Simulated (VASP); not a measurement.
# Mg2Si (Fm-3m) in VASP: a series of runs, part 3 of 3

VASP 6.6.1. The steps go on from the part before.

## Step 5: Dielectric tensor, PBE

This run uses another cell than the first one, of 21.44 Å³/atom, 1.053 times its volume.

INCAR

```
SYSTEM = Mg2Si
PREC = Accurate
ENCUT = 600
EDIFF = 1E-8
ISMEAR = 0
SIGMA = 0.03
LREAL = .FALSE.
LASPH = .TRUE.
NELM = 80
ALGO = Normal
ISIF = 2
LWAVE = .FALSE.
LCHARG = .FALSE.
GGA = PE
LEPSILON = .TRUE.
KPAR = 2
```

KPOINTS

```
regular mesh
0
Monkhorst
  12 12 12
  0 0 0
```

POSCAR

```
Mg2Si                                   
1.0
   -0.0000000000      3.1799636770      3.1799636770
    3.1799636770     -0.0000000000      3.1799636770
    3.1799636770      3.1799636770      0.0000000000
  Mg              Si            
     2     1
Direct
     0.2500000000000000    0.2500000000000000    0.2500000000000000
     0.7500000000000000    0.7500000000000000    0.7500000000000000
     1.0000000000000000    0.0000000000000000    0.0000000000000000
```

Potentials or basis: VASP PAW PBE potentials, release 64 (Mg, Si).

Launch:

```bash
> cat potpaw_PBE.64/Mg/POTCAR potpaw_PBE.64/Si/POTCAR > POTCAR
> mpirun -np 2 vasp_std > vasp.out
```

OUTCAR:

```text
SYSTEM = Mg2Si
   PREC = Accurate
   ENCUT = 600
   EDIFF = 1E-8
   ISMEAR = 0
   LREAL = .FALSE.
   LASPH = .TRUE.
   NELM = 80
   ISIF = 2
   GGA = PE
   LEPSILON = .TRUE.

 ion  position               nearest neighbor table
   1  0.250  0.250  0.250-   3 2.75   3 2.75   3 2.75   3 2.75   2 3.18   2 3.18   2 3.18   2 3.18
                             2 3.18   2 3.18
   2  0.750  0.750  0.750-   3 2.75   3 2.75   3 2.75   3 2.75   1 3.18   1 3.18   1 3.18   1 3.18
                             1 3.18   1 3.18
   3  0.000  0.000  0.000-   2 2.75   2 2.75   2 2.75   1 2.75   2 2.75   1 2.75   1 2.75   1 2.75

  LATTYP: Found a face centered cubic cell.
 ALAT       =     6.3599273540

  Lattice vectors:

 A1 = (   0.0000000000,   3.1799636770,   3.1799636770)
 A2 = (   3.1799636770,   0.0000000000,   3.1799636770)
 A3 = (   3.1799636770,   3.1799636770,   0.0000000000)

Analysis of symmetry for initial positions (statically):
=====================================================================
 Subroutine PRICEL returns:
 Original cell was already a primitive cell.

 Routine SETGRP: Setting up the symmetry group for a
 face centered cubic supercell.

 Subroutine GETGRP returns: Found 48 space group operations
 (whereof 48 operations were pure point group operations)
 out of a pool of 48 trial point group operations.

The static configuration has the point symmetry O_h .

Analysis of symmetry for dynamics (positions and initial velocities):
=====================================================================
 Subroutine PRICEL returns:
 Original cell was already a primitive cell.

 Routine SETGRP: Setting up the symmetry group for a
 face centered cubic supercell.

 Subroutine GETGRP returns: Found 48 space group operations
 (whereof 48 operations were pure point group operations)
 out of a pool of 48 trial point group operations.

The dynamic configuration has the point symmetry O_h .

 Subroutine INISYM returns: Found 48 space group operations
 (whereof 48 operations are pure point group operations),
 and found     1 'primitive' translations

----------------------------------------------------------------------------------------

                                     Primitive cell

  volume of cell :      64.3127

  direct lattice vectors                    reciprocal lattice vectors
     0.000000000  3.179963677  3.179963677    -0.157234500  0.157234500  0.157234500
     3.179963677  0.000000000  3.179963677     0.157234500 -0.157234500  0.157234500
     3.179963677  3.179963677  0.000000000     0.157234500  0.157234500 -0.157234500

  length of vectors
     4.497147760  4.497147760  4.497147760     0.272338143  0.272338143  0.272338143

  position of ions in fractional coordinates (direct lattice)
[... 390 lines left out ...]
      6       6.1431      0.00000
      7       7.3935      0.00000
      8       7.5595      0.00000

 [... further k-points ...]

  FORCE on cell =-STRESS in cart. coord.  units (eV):
  Direction    XX          YY          ZZ          XY          YZ          ZX
  --------------------------------------------------------------------------------------
  -------------------------------------------------------------------------------------
  Total        0.0004070      0.0004070      0.0004070      0.0000000     -0.0000000     -0.0000000
  in kB        0.0101393      0.0101393      0.0101393      0.0000000     -0.0000000     -0.0000000
  external PRESSURE =       0.0101393 kB  Pullay stress =       0.0000000 kB

 VOLUME and BASIS-vectors are now :
 -----------------------------------------------------------------------------
  energy-cutoff  :      600.00
  volume of cell :       64.31
      direct lattice vectors                 reciprocal lattice vectors
     0.000000000  3.179963677  3.179963677    -0.157234500  0.157234500  0.157234500
     3.179963677  0.000000000  3.179963677     0.157234500 -0.157234500  0.157234500
     3.179963677  3.179963677  0.000000000     0.157234500  0.157234500 -0.157234500

 POSITION                                       TOTAL-FORCE (eV/Angst)
 -----------------------------------------------------------------------------------
      1.58998      1.58998      1.58998         0.000000      0.000000      0.000000
      4.76995      4.76995      4.76995        -0.000000     -0.000000     -0.000000
      0.00000      0.00000      0.00000        -0.000000     -0.000000     -0.000000
 -----------------------------------------------------------------------------------
    total drift:                               -0.000000     -0.000000     -0.000000

  FREE ENERGIE OF THE ION-ELECTRON SYSTEM (eV)
  ---------------------------------------------------
  free  energy   TOTEN  =        -8.9180478198 eV

  energy  without entropy=       -8.9180478198  energy(sigma->0) =       -8.91804782

 HEAD OF MICROSCOPIC STATIC DIELECTRIC TENSOR (INDEPENDENT PARTICLE, excluding Hartree and local field effects)
 ------------------------------------------------------
          16.736157    -0.000000     0.000000
           0.000000    16.736157     0.000000
           0.000000     0.000000    16.736157
 ------------------------------------------------------

 Free energy of the ion-electron system (eV)
  ---------------------------------------------------
  ---------------------------------------------------
  free energy    TOTEN  =        -2.77930564 eV

  energy without entropy =       -2.77930564

------------------------ aborting loop because EDIFF is reached ----------------------------------------

--------------------------------------- Ionic step        2  -------------------------------------------

------------------------ aborting loop because EDIFF is reached ----------------------------------------

--------------------------------------- Ionic step        3  -------------------------------------------

 Free energy of the ion-electron system (eV)
  ---------------------------------------------------
  ---------------------------------------------------
  free energy    TOTEN  =        -2.77930568 eV

  energy without entropy =       -2.77930568

------------------------ aborting loop because EDIFF is reached ----------------------------------------

 PIEZOELECTRIC TENSOR FIELD DIRECTION 3  (e Angst)
 -----------------------------------------------------------------------------
    -0.00101  0.00000 -0.00000           (  0.00000  0.00000  0.00000)
     0.00000 -0.00101  0.00000           (  0.00000  0.00000  0.00000)
     0.00000 -0.00000  0.00354           (  0.00000  0.00000  0.00001)

 PIEZOELECTRIC TENSOR FIELD DIRECTION 3  (C/m^2)
 -----------------------------------------------------------------------------
    -0.00025  0.00000 -0.00000
     0.00000 -0.00025  0.00000
     0.00000 -0.00000  0.00088

 MACROSCOPIC STATIC DIELECTRIC TENSOR (including local field effects in DFT)
 ------------------------------------------------------
          15.329253    -0.000000    -0.000000
           0.000000    15.329253    -0.000000
           0.000000    -0.000000    15.329253
 ------------------------------------------------------

 PIEZOELECTRIC TENSOR (including local field effects)  for field in x, y, z        (e  Angst)
          XX          YY          ZZ          XY          YZ          ZX
  --------------------------------------------------------------------------------
  x     0.00000     0.00000     0.00000     0.00000     0.00000     0.00000
  y     0.00000     0.00000     0.00000     0.00000     0.00000     0.00000
  z     0.00000     0.00000     0.00000     0.00000     0.00000     0.00000

 PIEZOELECTRIC TENSOR (including local field effects)  for field in x, y, z        (C/m^2)
          XX          YY          ZZ          XY          YZ          ZX
  --------------------------------------------------------------------------------
  x     0.00000     0.00000     0.00000     0.00000     0.00000     0.00000
  y     0.00000     0.00000     0.00000     0.00000     0.00000     0.00000
  z     0.00000     0.00000     0.00000     0.00000     0.00000     0.00000

 BORN EFFECTIVE CHARGES (including local field effects) (in |e|, cummulative output)
 ---------------------------------------------------------------------------------
 ion    1
    1     1.85117     0.00000     0.00000
    2     0.00000     1.85117     0.00000
    3     0.00000     0.00000     1.85117
 ion    2
    1     1.85117     0.00000     0.00000
    2     0.00000     1.85117     0.00000
    3     0.00000     0.00000     1.85117
 ion    3
    1    -3.70234     0.00000     0.00000
    2     0.00000    -3.70234     0.00000
    3     0.00000     0.00000    -3.70234
```

OSZICAR:

```text
N       E                     dE             d eps       ncg     rms          rms(c)
DAV:   1     0.655612187705E+01    0.65561E+01   -0.30103E+03  2912   0.816E+02
DAV:   2    -0.910186582026E+01   -0.15658E+02   -0.14779E+02  4032   0.685E+01
DAV:   3    -0.946851615073E+01   -0.36665E+00   -0.36665E+00  3912   0.116E+01
[... 12 lines left out ...]
RMM:   8    -0.277921112261E+01   -0.22901E-03   -0.42694E-06 13072   0.102E-02    0.276E-03
RMM:   9    -0.277930250969E+01   -0.91387E-04   -0.89283E-07 12590   0.488E-03    0.131E-03
RMM:  10    -0.277931090039E+01   -0.83907E-05   -0.84953E-07 13406   0.116E-03    0.115E-04
RMM:  11    -0.277930552933E+01    0.53711E-05    0.56597E-07 12299   0.216E-04    0.389E-05
RMM:  12    -0.277930602816E+01   -0.49883E-06   -0.41868E-08 10186   0.858E-05    0.102E-05
RMM:  13    -0.277930567925E+01    0.34890E-06   -0.37981E-08  4952   0.445E-05    0.617E-06
```

Wall time 8.8 min (2 MPI ranks of AMD EPYC 9R45 (Zen 5), shared host); peak memory 0.84 GiB.

Results:

| Item | Value |
| --- | --- |
| Electronic dielectric tensor (diagonal) | 15.33 |
| Born charges (mean of the diagonal) | Mg +1.85; Si -3.70 e |

Electronic dielectric tensor:
```
15.33  0.00  0.00
 0.00 15.33  0.00
 0.00  0.00 15.33
```

Born effective charge tensors (e):
atom 1, Mg
```
1.85 0.00 0.00
0.00 1.85 0.00
0.00 0.00 1.85
```
atom 2, Mg
```
1.85 0.00 0.00
0.00 1.85 0.00
0.00 0.00 1.85
```
atom 3, Si
```
-3.70  0.00  0.00
 0.00 -3.70  0.00
 0.00  0.00 -3.70
```
